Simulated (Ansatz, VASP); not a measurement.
**LiCl: VASP beside Ansatz**

```
CELL_PARAMETERS angstrom
0.00000 2.60323 2.56476
2.60323 0.00000 2.56476
2.60323 2.60323 0.00000
ATOMIC_POSITIONS crystal
Li 0.00000 0.00000 0.00000
Cl 0.50000 0.50000 0.50000
```

Change from the starting cell: strain +0.015 along x and y, +0.000 along z, atoms carried along.

Alike in both runs: task single point; functional PBE; k mesh 8 × 8 × 8; occupations gaussian, width 0.05 eV; no spin polarisation.

```csv
,VASP,Ansatz
version,VASP 6.6.1,Ansatz 0.2.0
potentials or method,"VASP PAW PBE potentials, release 64 (Li_sv, Cl)","scalar-relativistic, plane waves, PAW"
plane-wave cutoff (eV),520,420
valence electrons in the cell,10,10
```

VASP gave:

- gap on the k mesh at the Fermi level (eV): 6.16
- least direct gap on the mesh (eV): 6.16

Q: What did Ansatz give for the same quantities?

A: gap on the k mesh at the Fermi level (eV): 6.15; least direct gap on the mesh (eV): 6.15.

The functional is the same, so the differences come from potentials, cutoffs and numerics.

 A k mesh can miss the band edges.
